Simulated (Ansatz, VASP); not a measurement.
## Two plane-wave programs on Ga2P

INCAR

```
SYSTEM = Ga2P
PREC = Accurate
ENCUT = 520
EDIFF = 1E-6
ISMEAR = -1
SIGMA = 0.1
LREAL = .FALSE.
LASPH = .TRUE.
NELM = 60
ALGO = Normal
ISIF = 2
LWAVE = .FALSE.
LCHARG = .TRUE.
GGA = PE
LELF = .TRUE.
LVHAR = .TRUE.
NBANDS = 22
```

The input KPOINTS:

```
regular mesh
0
G
  12 12 6
  0 0 0
```

Contents of POSCAR:

```
Ga2P
1.0
    2.9008320000      0.0000000000      0.0000000000
    0.0000000000      2.9008320000      0.0000000000
    0.0000000000      0.0000000000      5.9851430000
Ga P
2 1
Direct
    0.5000000000      0.5000000000      0.2950000000
    0.5000000000      0.5000000000      0.7050000000
    0.0000000000      0.0000000000      0.0000000000
```

Input for Ansatz:

```yaml
crystal:
  lattice:
    - [2.900832, 0.0, 0.0]
    - [0.0, 2.900832, 0.0]
    - [0.0, 0.0, 5.985143]
  atoms:
    - { symbol: Ga, position: [0.5, 0.5, 0.295] }
    - { symbol: Ga, position: [0.5, 0.5, 0.705] }
    - { symbol: P, position: [0.0, 0.0, 0.0] }
  symmetry: { tolerance: 0.0003 }
kpoints:
  mp_grid: { grid: [12, 12, 6], shift: [0, 0, 0] }
  band_path:
    path:
      - [0.0, 0.0, 0.0]
      - [0.0, 0.5, 0.0]
      - [0.5, 0.5, 0.0]
      - [0.0, 0.0, 0.0]
      - [0.0, 0.0, 0.5]
      - [0.0, 0.5, 0.5]
      - [0.5, 0.5, 0.5]
      - [0.0, 0.0, 0.5]
      - [0.0, 0.5, 0.0]
      - [0.0, 0.5, 0.5]
      - [0.5, 0.5, 0.0]
    npoints: 6
magnetization:
  spin_polarized: false
scf:
  occupations: { method: fermi_dirac }
  lower_state_search: "off"
  max_iter: 200
hamiltonian:
  pseudopotentials: { kind: paw }
  xc: pbe
basis:
  ecutwfc: 420
  fft_grid_basis: typed
output:
  forces: true
  stress: true
  eigenvalues: true
  bader: true
  populations: true
  elf: true
  write_potential: true
  volumetric_format: npy
  dos:
    e_range: [-12, 8]
    de: 0.05
    projected: { site_lists: { Ga: [Ga], P: [P] } }
checkpoint:
  read: saved_state
```

Alike in both runs: task single point; functional PBE; k mesh 12 × 12 × 6; no spin polarisation.

|  | VASP | Ansatz |
| --- | --- | --- |
| version | VASP 6.6.1 | Ansatz 0.2.0 |
| potentials or method | VASP PAW PBE potentials, release 64 (Ga_d, P) | PAW plane waves |
| plane-wave cutoff (eV) | 520 | 420 |
| occupations | fermi-dirac, width 0.1 eV | fermi-dirac |
| valence electrons in the cell | 31 | 31 |

```csv
,VASP,Ansatz,Ansatz less VASP
pressure (GPa),8.2,8.1,-0.09
largest component of the traceless stress (GPa),2.51,2.46,-0.053
rms of the force components (eV/Å),0.256,0.254,-0.0016
```

Atom by atom the forces differ by 0.002 eV/Å (rms over components).
